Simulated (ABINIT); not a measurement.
# C (Fd-3m) in ABINIT: further runs

Aim: see how the results for C move with the level of theory and the settings. Levels: LDA, PBE. Tasks: single point.

Program: ABINIT 10.8.3 (patched build). These are calculated values, not measurements. Logs are shortened: lines on timing, memory, paths and dates and some standing lists are left out, and cuts for length are marked. The log counts tension as positive stress, the text compression.

## (1) The structure

It takes space group Fd-3m (No. 227, cubic). The conventional cell has a = 3.567 Å, b = 3.567 Å, c = 3.567 Å, α = 90.00°, β = 90.00°, γ = 90.00°. C (site symmetry -43m) has 4 C at 1.54 Å as nearest neighbours.

This isn't the form of C at room conditions, which is graphite.

## (2) Single point, LDA (cell relaxed)

File run.abi:

```
# Pseudopotentials
pp_dirpath "./"
pseudos "C.upf"

# Structure
acell 3*1.0 Angstrom
rprim
     0.0000000000     1.7688308900     1.7688308900
     1.7688308900     0.0000000000     1.7688308900
     1.7688308900     1.7688308900     0.0000000000
ntypat 1
znucl 6
natom 2
typat 1 1
xred
     0.7500000000     0.7500000000     0.7500000000
     0.5000000000     0.5000000000     0.5000000000
chkprim 0
chksymtnons 0
tolsym 1.0e-6

# Plane-wave basis
ecut 41.0

# k points
kptopt 1
ngkpt 10 10 10
nshiftk 1
shiftk 0.0 0.0 0.0

# Exchange and correlation
ixc 7

# Bands and occupations
nband 8
occopt 3
tsmear 0.05 eV

# SCF cycle
nstep 100
tolvrs 1.0e-10

# Output
iomode 3
prtwf 0
prtden 0
prteig 0
prtebands 0
enunit 2
```

Potentials or basis: PseudoDojo NC SR LDA v0.4.1 standard.

Command:

```
$ abinit run.abi > log 2>&1
```

run.abo:

```text
.Version 10.8.3 of ABINIT
 Symmetries : space group Fd -3 m (#227); Bravais cF (face-center cubic)
================================================================================
 Values of the parameters that define the memory need of the present run
     intxc =       0    ionmov =       0      iscf =       7    lmnmax =       4
     lnmax =       4     mgfft =      30  mpssoang =       2    mqgrid =    3001
     natom =       2  nloc_mem =       1    nspden =       1   nspinor =       1
    nsppol =       1      nsym =      48    n1xccc =    2501    ntypat =       1
    occopt =       3   xclevel =       1
       mpw =         951          nfft =       27000          nkpt =          47
================================================================================
================================================================================

--------------------------------------------------------------------------------
------------- Echo of variables that govern the present computation ------------
--------------------------------------------------------------------------------
 -outvars: echo values of preprocessed input variables --------
            acell      1.8897261259E+00  1.8897261259E+00  1.8897261259E+00 Bohr
              amu      1.20110000E+01
          chkprim           0
      chksymtnons           0
             ecut      4.10000000E+01 Hartree
           enunit           2
              ixc           7
         kptrlatt       10    0    0      0   10    0      0    0   10
          kptrlen      4.72715866E+01
            natom           2
            nband           8
            ngfft          30      30      30
             nkpt          47
            nstep         100
             nsym          48
           ntypat           1
           occopt           3
           prtden           0
        prtebands           0
           prteig           0
            prtwf           0
            rprim      0.0000000000E+00  1.7688308900E+00  1.7688308900E+00
                       1.7688308900E+00  0.0000000000E+00  1.7688308900E+00
                       1.7688308900E+00  1.7688308900E+00  0.0000000000E+00
          spgroup         227
           tolsym      1.00000000E-06
           tolvrs      1.00000000E-10
           tsmear      1.83746611E-03 Hartree
            typat      1  1
           xangst      2.6532463350E+00  2.6532463350E+00  2.6532463350E+00
                       1.7688308900E+00  1.7688308900E+00  1.7688308900E+00
            xcart      5.0139089177E+00  5.0139089177E+00  5.0139089177E+00
                       3.3426059451E+00  3.3426059451E+00  3.3426059451E+00
             xred      7.5000000000E-01  7.5000000000E-01  7.5000000000E-01
                       5.0000000000E-01  5.0000000000E-01  5.0000000000E-01
            znucl        6.00000

================================================================================

 chkinp: Checking input parameters for consistency.

================================================================================
== DATASET  1 ==================================================================

--- !DatasetInfo
iteration_state: {dtset: 1, }
dimensions: {natom: 2, nkpt: 47, mband: 8, nsppol: 1, nspinor: 1, nspden: 1, mpw: 951, }
cutoff_energies: {ecut:  41.0, pawecutdg:  -1.0, }
electrons: {nelect:   8.00000000E+00, charge:   0.00000000E+00, occopt:   3.00000000E+00, tsmear:   1.83746611E-03, }
meta: {optdriver: 0, ionmov: 0, optcell: 0, iscf: 7, paral_kgb: 0, }
...

 Exchange-correlation functional for the present dataset will be:
  LDA: Perdew-Wang 92 LSD fit to Ceperley-Alder data - ixc=7
  J.P.Perdew and Y.Wang, PRB 45, 13244 (1992)

 Real(R)+Recip(G) space primitive vectors, cartesian coordinates (Bohr,Bohr^-1):
 R(1)=  0.0000000  3.3426059  3.3426059  G(1)= -0.1495839  0.1495839  0.1495839
 R(2)=  3.3426059  0.0000000  3.3426059  G(2)=  0.1495839 -0.1495839  0.1495839
 R(3)=  3.3426059  3.3426059  0.0000000  G(3)=  0.1495839  0.1495839 -0.1495839
 Unit cell volume ucvol=  7.4693969E+01 bohr^3
 Angles (23,13,12)=  6.00000000E+01  6.00000000E+01  6.00000000E+01 degrees

 getcut: wavevector=  0.0000  0.0000  0.0000  ngfft=  30  30  30
         ecut(hartree)=     41.000   => boxcut(ratio)=   2.20417

 getcut : COMMENT -
  Note that boxcut > 2.2 ; recall that boxcut=Gcut(box)/Gcut(sphere) = 2
  is sufficient for exact treatment of convolution.
  Such a large boxcut is a waste : you could raise ecut
  e.g. ecut=   49.798463 Hartrees makes boxcut=2

--- Pseudopotential description ------------------------------------------------
- pspini: atom type   1  psp file is ./C.upf
12 -1012 1 -1 1234                            pspcod,pspxc,lmax,lloc,mmax
     nproj     2     2

   6.96164805E+01                                ecore*ucvol(ha*bohr**3)
--------------------------------------------------------------------------------

================================================================================

--- !BeginCycle
iteration_state: {dtset: 1, }
solver: {iscf: 7, nstep: 100, nline: 4, wfoptalg: 0, }
tolerances: {tolvrs: 1.00E-10, }
...

     iter   Etot(hartree)      deltaE(h)  residm     vres2
 ETOT  1  -12.043369756652    -1.204E+01 1.697E-01 7.841E+01
 ETOT  2  -12.064385449205    -2.102E-02 5.153E-02 2.309E-01
 ETOT  3  -12.064409065542    -2.362E-05 3.873E-04 6.640E-03
 ETOT  4  -12.064409495593    -4.301E-07 2.353E-05 6.400E-06
 ETOT  5  -12.064409495869    -2.756E-10 7.435E-07 4.222E-09
 ETOT  6  -12.064409495869    -4.654E-13 1.068E-07 2.898E-11

 At SCF step    6       vres2   =  2.90E-11 < tolvrs=  1.00E-10 =>converged.

 Cartesian components of stress tensor (hartree/bohr^3)
  sigma(1 1)=  7.22631124E-06  sigma(3 2)=  0.00000000E+00
  sigma(2 2)=  7.22631124E-06  sigma(3 1)=  0.00000000E+00
  sigma(3 3)=  7.22631124E-06  sigma(2 1)=  0.00000000E+00

--- !ResultsGS
iteration_state: {dtset: 1, }
comment   : Summary of ground state results
lattice_vectors:
- [  0.0000000,   3.3426059,   3.3426059, ]
- [  3.3426059,   0.0000000,   3.3426059, ]
- [  3.3426059,   3.3426059,   0.0000000, ]
lattice_lengths: [   4.72716,    4.72716,    4.72716, ]
lattice_angles: [ 60.000,  60.000,  60.000, ] # degrees, (23, 13, 12)
lattice_volume:   7.4693969E+01
convergence: {deltae: -4.654E-13, res2:  2.898E-11, residm:  1.068E-07, diffor: null, }
etotal    :  -1.20644095E+01
entropy   :   0.00000000E+00
fermie    :   4.87484787E-01
cartesian_stress_tensor: # hartree/bohr^3
- [  7.22631124E-06,   0.00000000E+00,   0.00000000E+00, ]
- [  0.00000000E+00,   7.22631124E-06,   0.00000000E+00, ]
- [  0.00000000E+00,   0.00000000E+00,   7.22631124E-06, ]
pressure_GPa:  -2.1261E-01
xred      :
- [  7.5000E-01,   7.5000E-01,   7.5000E-01,  C]
- [  5.0000E-01,   5.0000E-01,   5.0000E-01,  C]
cartesian_forces: # hartree/bohr
- [ -0.00000000E+00,  -0.00000000E+00,  -0.00000000E+00, ]
- [ -0.00000000E+00,  -0.00000000E+00,  -0.00000000E+00, ]
force_length_stats: {min:   0.00000000E+00, max:   0.00000000E+00, mean:   0.00000000E+00, }
...

 Integrated electronic density in atomic spheres:
 ------------------------------------------------
 Atom  Sphere_radius  Integrated_density
    1        2.00000          4.74286845
    2        2.00000          4.75739494
================================================================================

 ----iterations are completed or convergence reached----

 Mean square residual over all n,k,spin=   93.879E-11; max=  10.679E-08
 reduced coordinates (array xred) for    2 atoms
       0.750000000000      0.750000000000      0.750000000000
       0.500000000000      0.500000000000      0.500000000000
 rms dE/dt=  0.0000E+00; max dE/dt=  0.0000E+00; dE/dt below (all hartree)
    1       0.000000000000      0.000000000000      0.000000000000
    2       0.000000000000      0.000000000000      0.000000000000

 cartesian coordinates (angstrom) at end:
    1      2.65324633500000     2.65324633500000     2.65324633500000
    2      1.76883089000000     1.76883089000000     1.76883089000000

 cartesian forces (hartree/bohr) at end:
    1     -0.00000000000000    -0.00000000000000    -0.00000000000000
    2     -0.00000000000000    -0.00000000000000    -0.00000000000000
 frms,max,avg= 0.0000000E+00 0.0000000E+00   0.000E+00  0.000E+00  0.000E+00 h/b

 cartesian forces (eV/Angstrom) at end:
    1     -0.00000000000000    -0.00000000000000    -0.00000000000000
    2     -0.00000000000000    -0.00000000000000    -0.00000000000000
 frms,max,avg= 0.0000000E+00 0.0000000E+00   0.000E+00  0.000E+00  0.000E+00 e/A
 length scales=  1.889726125908  1.889726125908  1.889726125908 bohr
              =  1.000000000000  1.000000000000  1.000000000000 angstroms
 Fermi (or HOMO) energy (hartree) =   0.48748   Average Vxc (hartree)=  -0.50868
 Eigenvalues (hartree) for nkpt=  47  k points:
 kpt#   1, nband=  8, wtk=  0.00100, kpt=  0.0000  0.0000  0.0000 (reduced coord)
  -0.41430    0.38242    0.38242    0.38242    0.58930    0.58930    0.58930    0.89987
      occupation numbers for kpt#   1
   2.00000    2.00000    2.00000    2.00000    0.00000    0.00000    0.00000    0.00000
 prteigrs : prtvol=0 or 1, do not print more k-points.

 Fermi (or HOMO) energy (eV) =  13.26514   Average Vxc (eV)= -13.84186
 Eigenvalues (   eV  ) for nkpt=  47  k points:
 kpt#   1, nband=  8, wtk=  0.00100, kpt=  0.0000  0.0000  0.0000 (reduced coord)
 -11.27369   10.40617   10.40617   10.40617   16.03573   16.03573   16.03573   24.48674
 prteigrs : prtvol=0 or 1, do not print more k-points.

--- !EnergyTerms
iteration_state     : {dtset: 1, }
comment             : Components of total free energy in Hartree
kinetic             :  8.60615379870060E+00
hartree             :  9.44649782285546E-01
xc                  : -4.35418020152609E+00
Ewald energy        : -1.28924512970840E+01
psp_core            :  9.32022773486782E-01
local_psp           : -4.63145545157159E+00
non_local_psp       : -6.69148900160233E-01
internal            : -1.20644094958690E+01
'-kT*entropy'       : -8.01694727053334E-17
total_energy        : -1.20644094958690E+01
total_energy_eV     : -3.28289306621772E+02
band_energy         :  3.91225560942757E-01
...

 Cartesian components of stress tensor (hartree/bohr^3)
  sigma(1 1)=  7.22631124E-06  sigma(3 2)=  0.00000000E+00
  sigma(2 2)=  7.22631124E-06  sigma(3 1)=  0.00000000E+00
  sigma(3 3)=  7.22631124E-06  sigma(2 1)=  0.00000000E+00

-Cartesian components of stress tensor (GPa)         [Pressure= -2.1261E-01 GPa]
- sigma(1 1)=  2.12605417E-01  sigma(3 2)=  0.00000000E+00
- sigma(2 2)=  2.12605417E-01  sigma(3 1)=  0.00000000E+00
- sigma(3 3)=  2.12605417E-01  sigma(2 1)=  0.00000000E+00

== END DATASET(S) ==============================================================
================================================================================

 -outvars: echo values of variables after computation  --------
            acell      1.8897261259E+00  1.8897261259E+00  1.8897261259E+00 Bohr
           etotal     -1.2064409496E+01
            fcart     -0.0000000000E+00 -0.0000000000E+00 -0.0000000000E+00
                      -0.0000000000E+00 -0.0000000000E+00 -0.0000000000E+00
            rprim      0.0000000000E+00  1.7688308900E+00  1.7688308900E+00
                       1.7688308900E+00  0.0000000000E+00  1.7688308900E+00
                       1.7688308900E+00  1.7688308900E+00  0.0000000000E+00
           strten      7.2263112413E-06  7.2263112413E-06  7.2263112413E-06
                       0.0000000000E+00  0.0000000000E+00  0.0000000000E+00
           xangst      2.6532463350E+00  2.6532463350E+00  2.6532463350E+00
                       1.7688308900E+00  1.7688308900E+00  1.7688308900E+00
             xred      7.5000000000E-01  7.5000000000E-01  7.5000000000E-01
                       5.0000000000E-01  5.0000000000E-01  5.0000000000E-01
 Calculation completed.
```

Wall time 5.8 s (1 thread of Arm Neoverse V2, shared host); peak memory 0.07 GiB.

What came out:

```yaml
Free_energy: -328.2893 eV
Pressure: -0.2 GPa
Band_gap_on_the_k_mesh: 4.24 eV, indirect (least direct gap 5.63 eV)
All_electrons_inside_the_program's_atomic_spheres: C 4.74, 4.76 (radii [1.0584] Å)
```

## (3) Single point, LDA

File run.abi:

```
pp_dirpath "./"
pseudos "C.upf"

acell 3*1.0
rprim
     0.0000000000     3.3700808789     3.3700808789
     3.3700808789     0.0000000000     3.3700808789
     3.3700808789     3.3700808789     0.0000000000
ntypat 1
znucl 6
natom 2
typat 1 1
xred
     0.7500000000     0.7500000000     0.7500000000
     0.5000000000     0.5000000000     0.5000000000

ecut 31.0

kptopt 1
ngkpt 10 10 10
nshiftk 1
shiftk 0.0 0.0 0.0

ixc 7

nband 8
occopt 3
tsmear 0.05 eV

nstep 100
tolvrs 1.0e-10

iomode 3
prtwf 0
prtden 0
prteig 0
prtebands 0
enunit 1
```

Potentials or basis: PseudoDojo NC SR LDA v0.4.1 standard.

Command:

```
$ abinit run.abi > log 2>&1
```

It took 5.7 s on 1 thread of Intel Xeon Platinum 8259CL at 2.50GHz (Skylake/Cascade Lake), shared host; peak memory 0.06 GiB.

The run converged. Its results:

```yaml
Free_energy: -328.2033 eV
Band_gap_on_the_k_mesh: 4.17 eV, indirect (least direct gap 5.57 eV)
All_electrons_inside_the_program's_atomic_spheres: C 4.68 (radii [1.0584] Å)
```

Levels at points of the mesh, in eV from the valence-band top:
```tsv
k point	band 1	band 2	band 3	band 4	band 5	band 6	band 7	band 8
(0.00, 0.00, 0.00)	-21.36	0.00	0.00	0.00	5.57	5.57	5.57	13.50
(0.50, 0.00, 0.00)	-15.52	-13.40	-2.81	-2.81	8.43	8.43	9.02	15.41
(0.50, 0.50, 0.00)	-12.65	-12.65	-6.32	-6.32	4.75	4.75	16.63	16.63
```

Caveat: the cutoff is too short for stress, so the log's stress isn't used.

## (4) Single point, PBE

File run.abi:

```
# Pseudopotentials
pp_dirpath "./"
pseudos "C.upf"

# Structure
acell 3*1.0 Angstrom
rprim
     0.0000000000     1.7833700000     1.7833700000
     1.7833700000     0.0000000000     1.7833700000
     1.7833700000     1.7833700000     0.0000000000
ntypat 1
znucl 6
natom 2
typat 1 1
xred
     0.7500000000     0.7500000000     0.7500000000
     0.5000000000     0.5000000000     0.5000000000

# Plane-wave basis
ecut 31.0

# k points
kptopt 1
ngkpt 10 10 10
nshiftk 1
shiftk 0.0 0.0 0.0

# Exchange and correlation
ixc 11

# Bands and occupations
nband 8
occopt 3
tsmear 0.00183747

# SCF cycle
nstep 100
tolvrs 1.0e-10

# Output
iomode 3
prtwf 0
prteig 0
prtebands 0
prtden 1
prtvha 1
prtvclmb 1
prtpot 1
prtelf 1
```

Potentials or basis: PseudoDojo NC SR PBE v0.4.1 standard.

Command:

```
$ abinit run.abi > log 2>&1
```

Run time: 10 s. Hardware: 1 thread of Intel Xeon at 2.50GHz (Skylake/Cascade Lake), shared host; peak memory 0.06 GiB.

The run converged. Its results:

- Free energy: -327.4891 eV
- Band gap on the k mesh: 4.22 eV, indirect (least direct gap 5.63 eV)
- All electrons inside the program's atomic spheres: C 4.70 (radii [1.0584] Å)

Levels at points of the mesh, in eV from the valence-band top:
| k point | band 2 | band 3 | band 4 | band 5 | band 6 | band 7 |
| --- | --- | --- | --- | --- | --- | --- |
| (0.00, 0.00, 0.00) | 0.00 | 0.00 | 0.00 | 5.63 | 5.63 | 5.63 |
| (0.50, 0.00, 0.00) | -13.40 | -2.81 | -2.81 | 8.52 | 8.52 | 8.88 |
| (0.50, 0.50, 0.00) | -12.79 | -6.32 | -6.32 | 4.82 | 4.82 | 16.83 |

Caveat: the cutoff is too short for stress, so the log's stress isn't used.

## (5) Single point, PBE

File run.abi:

```
# Pseudopotentials
pp_dirpath "./"
pseudos "C_ONCV_PBE-1.2.upf"

# Structure
acell 3*1.0
rprim
     0.0000000000     3.3700808789     3.3700808789
     3.3700808789     0.0000000000     3.3700808789
     3.3700808789     3.3700808789     0.0000000000
ntypat 1
znucl 6
natom 2
typat 1 1
xred
     0.7500000000     0.7500000000     0.7500000000
     0.5000000000     0.5000000000     0.5000000000

# Plane-wave basis
ecut 30.0

# k points
kptopt 1
ngkpt 10 10 10
nshiftk 1
shiftk 0.0 0.0 0.0

# Exchange and correlation
ixc 11

# Bands and occupations
nband 8
occopt 3
tsmear 0.05 eV

# SCF cycle
nstep 100
tolvrs 1.0e-10

# Output
iomode 3
prtwf 0
prtden 0
prteig 0
prtebands 0
```

Potentials or basis: SG15 NC PBE v1.2.

Command:

```
$ abinit run.abi > log 2>&1
```

Run time: 8.2 s. Hardware: 1 thread of Intel Xeon at 2.50GHz (Skylake/Cascade Lake), shared host; peak memory 0.06 GiB.

Results (log left out):

| Item | Value |
| --- | --- |
| Free energy | -309.9857 eV |
| Band gap on the k mesh | 4.21 eV, indirect (least direct gap 5.61 eV) |
| All electrons inside the program's atomic spheres | C 4.70 (radii [1.0584] Å) |

Levels at points of the mesh, in eV from the valence-band top:
| k point | band 2 | band 3 | band 4 | band 5 | band 6 | band 7 |
| --- | --- | --- | --- | --- | --- | --- |
| (0.00, 0.00, 0.00) | 0.00 | 0.00 | 0.00 | 5.61 | 5.61 | 5.61 |
| (0.50, 0.00, 0.00) | -13.35 | -2.80 | -2.80 | 8.48 | 8.48 | 8.88 |
| (0.50, 0.50, 0.00) | -12.74 | -6.29 | -6.29 | 4.81 | 4.81 | 16.78 |

Caveat: the cutoff is too short for stress, so the log's stress isn't used. A k mesh can miss the band edges.

## (6) The runs side by side

```csv
level,potentials or basis,cell,cutoff (eV),gap on the mesh (eV)
LDA,PseudoDojo NC SR LDA v0.4.1 standard,cell relaxed,1116,4.24
LDA,PseudoDojo NC SR LDA v0.4.1 standard,as given,844,4.17
PBE,PseudoDojo NC SR PBE v0.4.1 standard,as given,844,4.22
PBE,SG15 NC PBE v1.2,as given,816,4.21
```

Alike in all rows: task single point; no spin polarisation; k mesh 10 × 10 × 10; smearing fermi-dirac 0.05 eV.

Total energies depend on the potentials used, so only differences within one code and one set of settings carry meaning.
